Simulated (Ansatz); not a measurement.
## Ga$_{2}$O$_{3}$: opening a crack plane

Ga$_{2}$O$_{3}$, C2/m, a = 12.256 Å, b = 3.039 Å, c = 5.808 Å, β = 103.8°. Ansatz: r2SCAN, PAW, 500 eV, Γ-centred 8×4×2 mesh on 20 atoms, Gaussian smearing 0.05 eV; no spin polarisation. One cut on (001) per cell of 20 atoms is opened rigidly by x, between planes of O and O that stand 1.23 Å apart; y is the energy per area (18.623 Å², 1 eV/Å² = 16.02 J/m²).

```
x (Å) y (J/m²)
 0.00     0.000
 0.25     0.628
 0.50     1.733
 0.75         ?
 1.00     3.645
 1.50     4.759
 2.00     5.310
 3.00     5.688
 4.50     5.796
 6.00     5.814
```

Question: Fit the universal binding curve y = W[1 − (1 + x/l) e^(−x/l)] to the other rows, give the peak stress, and predict the missing value.

Answer: Least squares gives W = 5.77 J/m² and l = 0.466 Å. The stress dy/dx peaks at x = l with W/(e l) = 45.6 GPa, for rigid faces. At x = 0.75: x/l = 1.609, y = 2.759 J/m². The run gave 2.787 J/m², so the fit is 0.028 J/m² too low, within the rms miss on the fitted rows (0.037 J/m²).

Cost: 12 runs of about 14 core-minutes in all, on Intel Xeon 6975P-C (Granite Rapids) (shared hosts).

The cohesion across this plane is short-ranged: the energy has reached 5.310 J/m² at an opening of 2.00 Å, against 5.814 J/m² at 6.00 Å. Although the cut runs between two oxygen planes, the resistance comes mainly from polar Ga–O bonds that cross it, not from O–O bonding. Their covalent overlap and short-range electrostatic attraction fade quickly as the faces part.

The misfit is systematic rather than random. The fitted curve runs below the computed energies at small openings, above them between 1.50 and 3.00 Å, and below them again at the two widest. The low prediction at 0.75 Å belongs to this pattern, which suggests that a single decay length cannot describe both the initial bond stretching and the slower tail, probably electrostatic in part.

The peak stress is therefore a property of the fitted form as much as of the oxide, and describes uniform separation of a perfect crystal, not the load at which a flawed one cracks. With only one plane computed, no cleavage preference follows.
